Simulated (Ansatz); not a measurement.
**NiO in Ansatz: the effect of Hubbard term**

Crystal: NiO.

```
Ni O
1.0
     0.00000    2.08590    2.08590
     2.08590    0.00000    2.08590
     2.08590    2.08590    0.00000
Ni O
1 1
Cartesian
  0.0000 0.0000 0.0000
  2.0859 2.0859 2.0859
```

Alike in all runs:

```yaml
Program: Ansatz 0.2.0
Task: projected density of states
Functional: PBEsol
Potentials_or_basis: Ansatz PAW
Cutoff: "420 eV (not typed: the program's choice for these potentials)"
k_mesh: 11 × 11 × 11
Occupations: fermi-dirac, width 0.05 eV
Spin: collinear spin, ferromagnetic start
Starting_moments: "[1.0, 0.0] μB"
Hubbard_projectors: ortho-atomic (the default)
Double_counting: fll (the default)
```

```tsv
Hubbard term	gap on the mesh (eV)	pressure (GPa)
none	none	-7.4
Ni d U = 1 eV	none	-1.4
Ni d U = 2 eV	0.10	0.4
Ni d U = 3 eV	0.57	1.3
Ni d U = 4 eV	1.03	2.2
Ni d U = 5 eV	1.48	3.1
Ni d U = 6 eV	?	?
Ni d U = 8 eV	2.36	6.2
```

Question: What does the run with Hubbard term Ni d U = 6 eV give?

Answer: gap on the mesh 1.93 eV; pressure 4.1 GPa.

Worked out: A parabola through the other rows of the pressure, of slope 0.717 GPa per eV there, gives 5.0 GPa, against the run's 4.1.

Caveats: a cell with one magnetic atom can't hold antiferromagnetic order, which such compounds often take; the PAW data sets come from PBE, with cores solved anew for the run's functional, which leaves a small shift of forces and pressure; the magnetic or orbital state may not be the lowest (some runs); odd divisions of the mesh miss points on the zone boundary, where band edges often lie, so the gap on the mesh can be too wide (some runs); semilocal functionals often make such compounds metallic where correlation or magnetic order opens a gap, which also shifts bond lengths (some runs).

A k mesh can miss the band edges.

A gap of «none» marks a metal or a gap under the smearing width.
